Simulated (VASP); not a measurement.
# Ti (Im-3m) in VASP: notebook

Runs on Ti. Level: BLYP. Tasks: single point.

Program: VASP 6.6.1. These are calculated values, not measurements. Logs are shortened: lines on timing, memory, paths and dates and some standing lists are left out, and cuts for length are marked.

## Step 1: Starting point

Symmetry: Im-3m, No. 229, cubic system. The conventional cell has a = 3.284 Å, b = 3.284 Å, c = 3.284 Å, α = 90.00°, β = 90.00°, γ = 90.00°. Ti (site symmetry m-3m) is surrounded by 8 Ti at 2.84 Å.

This isn't the form of Ti at room conditions, which is hcp.

## Step 2: Single point, BLYP

Input file INCAR:

```
SYSTEM = Ti
PREC = Accurate
ENCUT = 520
EDIFF = 1E-6
ISMEAR = -1
SIGMA = 0.1
LREAL = .FALSE.
LASPH = .TRUE.
NELM = 100
ALGO = Normal
ISIF = 2
LWAVE = .FALSE.
LCHARG = .FALSE.
GGA = B5
ALDAX = 1.0
AGGAX = 1.0
AGGAC = 1.0
ALDAC = 0.0
NBANDS = 12
```

Input file KPOINTS:

```
Automatic mesh
0
G
  22 22 22
  0 0 0
```

Input file POSCAR:

```
Ti
1.0
   -1.6418477001      1.6418477001      1.6418477001
    1.6418477001     -1.6418477001      1.6418477001
    1.6418477001      1.6418477001     -1.6418477001
Ti
1
Direct
    0.0000000000      0.0000000000      0.0000000000
```

Potentials or basis: VASP PAW PBE potentials, release 64 (Ti_sv).

Command:

```bash
cat potpaw_PBE.64/Ti_sv/POTCAR > POTCAR
mpirun -np 1 vasp_std > vasp.out
```

OUTCAR:

```text
SYSTEM = Ti
   PREC = Accurate
   ENCUT = 520
   EDIFF = 1E-6
   ISMEAR = -1
   LREAL = .FALSE.
   LASPH = .TRUE.
   NELM = 100
   ISIF = 2
   GGA = B5

 ion  position               nearest neighbor table
   1  0.000  0.000  0.000-

  LATTYP: Found a body centered cubic cell.
 ALAT       =     3.2836954002

  Lattice vectors:

 A1 = (  -1.6418477001,   1.6418477001,   1.6418477001)
 A2 = (   1.6418477001,  -1.6418477001,   1.6418477001)
 A3 = (   1.6418477001,   1.6418477001,  -1.6418477001)

Analysis of symmetry for initial positions (statically):
=====================================================================
 Subroutine PRICEL returns:
 Original cell was already a primitive cell.

 Routine SETGRP: Setting up the symmetry group for a
 body centered cubic supercell.

 Subroutine GETGRP returns: Found 48 space group operations
 (whereof 48 operations were pure point group operations)
 out of a pool of 48 trial point group operations.

The static configuration has the point symmetry O_h .

Analysis of symmetry for dynamics (positions and initial velocities):
=====================================================================
 Subroutine PRICEL returns:
 Original cell was already a primitive cell.

 Routine SETGRP: Setting up the symmetry group for a
 body centered cubic supercell.

 Subroutine GETGRP returns: Found 48 space group operations
 (whereof 48 operations were pure point group operations)
 out of a pool of 48 trial point group operations.

The dynamic configuration has the point symmetry O_h .

 Subroutine INISYM returns: Found 48 space group operations
 (whereof 48 operations are pure point group operations),
 and found     1 'primitive' translations

----------------------------------------------------------------------------------------

                                     Primitive cell

  volume of cell :      17.7035

  direct lattice vectors                    reciprocal lattice vectors
    -1.641847700  1.641847700  1.641847700     0.000000000  0.304534946  0.304534946
     1.641847700 -1.641847700  1.641847700     0.304534946  0.000000000  0.304534946
     1.641847700  1.641847700 -1.641847700     0.304534946  0.304534946  0.000000000

  length of vectors
     2.843763635  2.843763635  2.843763635     0.430677450  0.430677450  0.430677450

  position of ions in fractional coordinates (direct lattice)
     0.000000000  0.000000000  0.000000000

  ion indices of the primitive-cell ions
   primitive index   ion index
                 1           1
[... 80 lines left out ...]
   POTIM  = 0.5000    time-step for ionic-motion
   TEBEG  =    0.0;   TEEND  =   0.0 temperature during run
   PSTRESS=    0.0 pullay stress
   NELECT =      12.0000    total number of electrons
   NUPDOWN=      -1.0000    fix difference up-down
   EMIN   =  10.00;   EMAX   =-10.00  energy-range for DOS
   EFERMI =   0.00;   METHOD = LEGACY
   ISMEAR =    -1;   SIGMA  =   0.10  broadening in eV -4-tet -1-fermi 0-gaus
   EFERMI_NEDOS =   21; number of points for ismear=-14 and -15
   IALGO  =     38    algorithm
   IMIX   =      4    mixing-type and parameters
     AMIX     =   0.40;   BMIX     =  1.00
     AMIX_MAG =   1.60;   BMIX_MAG =  1.00
  volume/ion in A,a.u.               =      17.70       119.47
  Fermi-wavevector in a.u.,A,eV,Ry     =   1.438078  2.717573 28.137770  2.068068
  Thomas-Fermi vector in A             =   2.557085
   LORBIT       =      0    0 simple, 1 ext, 2 COOP (PROOUT), +10 PAW based schemes
   GGA     = B5    functional components
   LHFCALC =     F    Hartree Fock is set to
   AEXX    =    0.0000 exact exchange contribution
   IVDW    =     0    specifies the selected vdW correction
   LEPSILON=     F    determine dielectric tensor
   LRPA    =     F    only Hartree local field effects (RPA)
 non-spin polarized calculation
  energy-cutoff  :      520.00
  volume of cell :       17.70
 maximum number of plane-waves:       490
 NGX is ok and might be reduce to    24
   NGX = 11   NGY = 11   NGZ = 11

 number of electron      12.0000001 magnetization

 Free energy of the ion-electron system (eV)
  ---------------------------------------------------
  ext. energy  EPLUGINS =         0.00000000
  ---------------------------------------------------
  free energy    TOTEN  =        -6.70251325 eV

  energy without entropy =       -6.62347831  energy(sigma->0) =       -6.66299578

 E-fermi :   8.3558     XC(G=0): -10.8695

 val. band max:        8.3554563824   @ k =  -0.2727   0.2727   0.2273
 cond. band min:       8.3647793980   @ k =   0.2727   0.0455  -0.0000
 fundamental gap:      0.0093230156
 Fermi energy:         8.3558450864

 k-point     1 :       0.0000    0.0000    0.0000
  band No.  band energies     occupation
      1     -47.9819      2.00000
      2     -24.0269      2.00000
      3     -24.0269      2.00000
      4     -24.0269      2.00000
      5       2.6284      2.00000
      6       9.2547      0.00025
      7       9.2547      0.00025
      8       9.2547      0.00025
      9      10.9577      0.00000
     10      10.9577      0.00000
     11      25.8104      0.00000
     12      25.8104      0.00000
[... 331 lines left out ...]
 k-point    24 :       0.1364    0.0909    0.0000
  band No.  band energies     occupation
      1     -47.9399      2.00000
      2     -24.2464      2.00000
      3     -24.0841      2.00000
      4     -24.0438      2.00000
      5       3.8621      2.00000
      6       8.8123      0.02061
      7       8.8892      0.00961
      8      10.1961      0.00000
      9      10.5633      0.00000
     10      11.0704      0.00000
     11      23.7455      0.00000
     12      24.5755      0.00000

 [... further k-points ...]

------------------------ aborting loop because EDIFF is reached ----------------------------------------

  FORCE on cell =-STRESS in cart. coord.  units (eV):
  Direction    XX          YY          ZZ          XY          YZ          ZX
  --------------------------------------------------------------------------------------
  -------------------------------------------------------------------------------------
  Total       -0.0000767     -0.0000767     -0.0000767     -0.0000000      0.0000000     -0.0000000
  in kB       -0.0069458     -0.0069458     -0.0069458     -0.0000000      0.0000000     -0.0000000
  external PRESSURE =      -0.0069458 kB  Pullay stress =       0.0000000 kB

 VOLUME and BASIS-vectors are now :
 -----------------------------------------------------------------------------
  energy-cutoff  :      520.00
  volume of cell :       17.70
      direct lattice vectors                 reciprocal lattice vectors
    -1.641847700  1.641847700  1.641847700     0.000000000  0.304534946  0.304534946
     1.641847700 -1.641847700  1.641847700     0.304534946  0.000000000  0.304534946
     1.641847700  1.641847700 -1.641847700     0.304534946  0.304534946  0.000000000

 POSITION                                       TOTAL-FORCE (eV/Angst)
 -----------------------------------------------------------------------------------
      0.00000      0.00000      0.00000        -0.000000      0.000000      0.000000
 -----------------------------------------------------------------------------------
    total drift:                                0.000000      0.000000     -0.000000

  FREE ENERGIE OF THE ION-ELECTRON SYSTEM (eV)
  ---------------------------------------------------
  free  energy   TOTEN  =        -6.7025132526 eV

  energy  without entropy=       -6.6234783112  energy(sigma->0) =       -6.66299578
```

OSZICAR:

```text
N       E                     dE             d eps       ncg     rms          rms(c)
DAV:   1     0.889684544158E+02    0.88968E+02   -0.65584E+03  7892   0.120E+03
DAV:   2    -0.317144609582E+01   -0.92140E+02   -0.89685E+02  8056   0.297E+02
DAV:   3    -0.747185050312E+01   -0.43004E+01   -0.42502E+01 11028   0.656E+01
DAV:   4    -0.755682867455E+01   -0.84978E-01   -0.84899E-01  8788   0.820E+00
DAV:   5    -0.755882801581E+01   -0.19993E-02   -0.19993E-02  9340   0.113E+00    0.773E+00
DAV:   6    -0.669474062075E+01    0.86409E+00   -0.20377E+00  8484   0.203E+01    0.199E+00
DAV:   7    -0.669469874242E+01    0.41878E-04   -0.57027E-02  9044   0.248E+00    0.118E+00
DAV:   8    -0.670215296065E+01   -0.74542E-02   -0.27345E-02  8180   0.197E+00    0.767E-02
DAV:   9    -0.670250045665E+01   -0.34750E-03   -0.14408E-03  9544   0.346E-01    0.565E-02
DAV:  10    -0.670253126872E+01   -0.30812E-04   -0.13294E-04  8296   0.112E-01    0.115E-02
DAV:  11    -0.670251358422E+01    0.17684E-04   -0.17910E-05  9704   0.615E-02    0.663E-03
DAV:  12    -0.670251325264E+01    0.33158E-06   -0.82400E-07  5852   0.124E-02
   1 F= -.67025133E+01 E0= -.66629958E+01  d E =-.790349E-01
```

Wall time 63 s (1 thread of Intel Xeon Platinum 8375C at 2.90GHz (Ice Lake), shared host); peak memory 0.19 GiB.

Results:

| Quantity | Value |
| --- | --- |
| Free energy | -6.7025 eV |
| Pressure | 0.0 GPa |
| Band gap on the k mesh | none (metal or under the smearing width) |

Levels at points of the mesh, in eV from the Fermi level:
```tsv
k point	band 3	band 4	band 5	band 6	band 7	band 8	band 9	band 10
(0.00, 0.00, 0.00)	-32.38	-32.38	-5.73	0.90	0.90	0.90	2.60	2.60
(0.50, 0.00, 0.00)	-32.58	-32.39	-2.37	-0.42	1.27	2.59	2.92	4.07
(0.50, 0.50, 0.50)	-32.82	-32.82	-2.04	-2.04	3.73	3.73	3.73	8.38
```

Caveat: the PAW data sets were made with another functional, which shifts forces and pressure a little.

## Step 3: Single point, BLYP

Input file INCAR:

```
SYSTEM = Ti
AGGAC = 1.0
AGGAX = 1.0
ALDAC = 0.0
ALDAX = 1.0
ALGO = Fast
EDIFF = 1E-6
ENCUT = 520
GGA = B5
ISIF = 2
ISMEAR = -1
LASPH = .True.
LCHARG = .False.
LREAL = .False.
LWAVE = .False.
NBANDS = 12
NELM = 60
PREC = Accurate
SIGMA = 0.1
```

Input file KPOINTS:

```
k-points
0
Gamma
  15 15 15
  0 0 0
```

POSCAR is that of step 2.

Potentials or basis: VASP PAW PBE potentials, release 64 (Ti_sv).

Command:

```bash
cat potpaw_PBE.64/Ti_sv/POTCAR > POTCAR
mpirun -np 1 vasp_std > vasp.out
```

OUTCAR:

```text
SYSTEM = Ti
   EDIFF = 1E-6
   ENCUT = 520
   GGA = B5
   ISIF = 2
   ISMEAR = -1
   LASPH = .True.
   LREAL = .False.
   NELM = 60
   PREC = Accurate

 ion  position               nearest neighbor table
   1  0.000  0.000  0.000-

  LATTYP: Found a body centered cubic cell.
 ALAT       =     3.2836954002

  Lattice vectors:

 A1 = (  -1.6418477001,   1.6418477001,   1.6418477001)
 A2 = (   1.6418477001,  -1.6418477001,   1.6418477001)
 A3 = (   1.6418477001,   1.6418477001,  -1.6418477001)

Analysis of symmetry for initial positions (statically):
=====================================================================
 Subroutine PRICEL returns:
 Original cell was already a primitive cell.

 Routine SETGRP: Setting up the symmetry group for a
 body centered cubic supercell.

 Subroutine GETGRP returns: Found 48 space group operations
 (whereof 48 operations were pure point group operations)
 out of a pool of 48 trial point group operations.

The static configuration has the point symmetry O_h .

Analysis of symmetry for dynamics (positions and initial velocities):
[... 167 lines left out ...]
  band No.  band energies     occupation
      1     -47.9812      2.00000
      2     -24.0263      2.00000
      3     -24.0263      2.00000
      4     -24.0263      2.00000
      5       2.6289      2.00000
      6       9.2550      0.00025
      7       9.2550      0.00025
      8       9.2550      0.00025
      9      10.9583      0.00000
     10      10.9583      0.00000
     11      25.8105      0.00000
     12      25.8105      0.00000
[... 331 lines left out ...]
 k-point    24 :       0.4000    0.2000   -0.0000
  band No.  band energies     occupation
      1     -47.8470      2.00000
      2     -24.5838      2.00000
      3     -24.3173      2.00000
      4     -24.0895      2.00000
      5       6.7428      2.00000
      6       7.9341      1.97121
      7       8.5033      0.37518
      8      10.8997      0.00000
      9      11.4317      0.00000
     10      14.0564      0.00000
     11      16.7915      0.00000
     12      19.5618      0.00000

 [... further k-points ...]

------------------------ aborting loop because EDIFF is reached ----------------------------------------

  FORCE on cell =-STRESS in cart. coord.  units (eV):
  Direction    XX          YY          ZZ          XY          YZ          ZX
  --------------------------------------------------------------------------------------
  -------------------------------------------------------------------------------------
  Total       -0.0090471     -0.0090471     -0.0090471      0.0000000      0.0000000     -0.0000000
  in kB       -0.8187672     -0.8187672     -0.8187672      0.0000000      0.0000000     -0.0000000
  external PRESSURE =      -0.8187672 kB  Pullay stress =       0.0000000 kB

 VOLUME and BASIS-vectors are now :
 -----------------------------------------------------------------------------
  energy-cutoff  :      520.00
  volume of cell :       17.70
      direct lattice vectors                 reciprocal lattice vectors
    -1.641847700  1.641847700  1.641847700     0.000000000  0.304534946  0.304534946
     1.641847700 -1.641847700  1.641847700     0.304534946  0.000000000  0.304534946
     1.641847700  1.641847700 -1.641847700     0.304534946  0.304534946  0.000000000

 POSITION                                       TOTAL-FORCE (eV/Angst)
 -----------------------------------------------------------------------------------
      0.00000      0.00000      0.00000         0.000000      0.000000      0.000000
 -----------------------------------------------------------------------------------
    total drift:                                0.000000      0.000000      0.000000

  FREE ENERGIE OF THE ION-ELECTRON SYSTEM (eV)
  ---------------------------------------------------
  free  energy   TOTEN  =        -6.7025769993 eV

  energy  without entropy=       -6.6236301500  energy(sigma->0) =       -6.66310357
```

OSZICAR:

```text
N       E                     dE             d eps       ncg     rms          rms(c)
DAV:   1     0.857844361334E+02    0.85784E+02   -0.65330E+03  2892   0.120E+03
DAV:   2    -0.312361563364E+01   -0.88908E+02   -0.86416E+02  2928   0.292E+02
DAV:   3    -0.745043894633E+01   -0.43268E+01   -0.42659E+01  4040   0.648E+01
[... 12 lines left out ...]
RMM:  16    -0.670257149987E+01   -0.44907E-05   -0.50222E-05  3698   0.440E-02    0.563E-03
RMM:  17    -0.670257406447E+01   -0.25646E-05   -0.26625E-05  3022   0.259E-02    0.271E-03
RMM:  18    -0.670257546613E+01   -0.14017E-05   -0.15931E-05  2847   0.190E-02    0.375E-04
RMM:  19    -0.670257650633E+01   -0.10402E-05   -0.96824E-06  2463   0.126E-02    0.118E-03
RMM:  20    -0.670257699926E+01   -0.49293E-06   -0.54942E-06  2171   0.915E-03
   1 F= -.67025770E+01 E0= -.66631036E+01  d E =-.789468E-01
```

Wall time 80 s (1 thread of Intel Xeon Platinum 8375C at 2.90GHz (Ice Lake), shared host); peak memory 0.15 GiB.

Results:

* Free energy: -6.7026 eV
* Pressure: -0.1 GPa
* Band gap on the k mesh: none (metal or under the smearing width)

Caveat: the PAW data sets were made with another functional, which shifts forces and pressure a little.

## Step 4: Single point, BLYP

This run uses another cell than the first one, of 18.41 Å³/atom, 1.040 times its volume.

Input file INCAR:

```
PREC = Accurate ; ENCUT = 520
EDIFF = 1E-7 ; ISMEAR = -1
SIGMA = 0.1 ; LREAL = False
LASPH = True ; NELM = 100
ALGO = Normal ; ISIF = 2
LWAVE = False ; LCHARG = False
GGA = B5 ; ALDAX = 1.0
AGGAX = 1.0 ; AGGAC = 1.0
ALDAC = 0.0 ; NBANDS = 12
```

Input file KPOINTS:

```
regular mesh
0
Gamma
  15 15 15
```

Input file POSCAR:

```
Ti
1.0
   -1.6634534370      1.6634534370      1.6634534370
    1.6634534370     -1.6634534370      1.6634534370
    1.6634534370      1.6634534370     -1.6634534370
Ti
1
Direct
    0.0000000000      0.0000000000      0.0000000000
```

Command:

```bash
cat potpaw_PBE.64/Ti_sv/POTCAR > POTCAR
mpirun -np 1 vasp_std > vasp.out
```

It took 29 s on 1 thread of Intel Xeon Platinum 8375C at 2.90GHz (Ice Lake), shared host; peak memory 0.15 GiB.

The run converged. Its results:

```
Free energy            : -6.6945 eV
Pressure               : -3.6 GPa
Band gap on the k mesh : none (metal or under the smearing width)
```

Levels at points of the mesh, in eV from the Fermi level:
```csv
k point,band 3,band 4,band 5,band 6,band 7,band 8,band 9,band 10
"(0.00, 0.00, 0.00)",-32.49,-32.49,-5.65,0.86,0.86,0.86,2.49,2.49
```

Caveat: the PAW data sets were made with another functional, which shifts forces and pressure a little.

## Step 5: The runs side by side

| cell | k mesh | gap on the mesh (eV) | pressure (GPa) |
| --- | --- | --- | --- |
| Im-3m, 17.7 Å³/atom | 22 × 22 × 22 | none | 0.0 |
| Im-3m, 17.7 Å³/atom | 15 × 15 × 15 | none | -0.1 |
| Im-3m, 18.41 Å³/atom | 15 × 15 × 15 | none | -3.6 |

Alike in all rows: task single point; level BLYP; potentials or basis VASP PAW PBE potentials, release 64 (Ti_sv); no spin polarisation; cutoff (eV) 520; smearing fermi-dirac 0.1 eV.

Every run on the cell as given and a fine mesh finds a metal.

Caveats: the PAW data sets were made with another functional, which shifts forces and pressure a little.

Absolute energies hang on the potentials; compare differences alone.
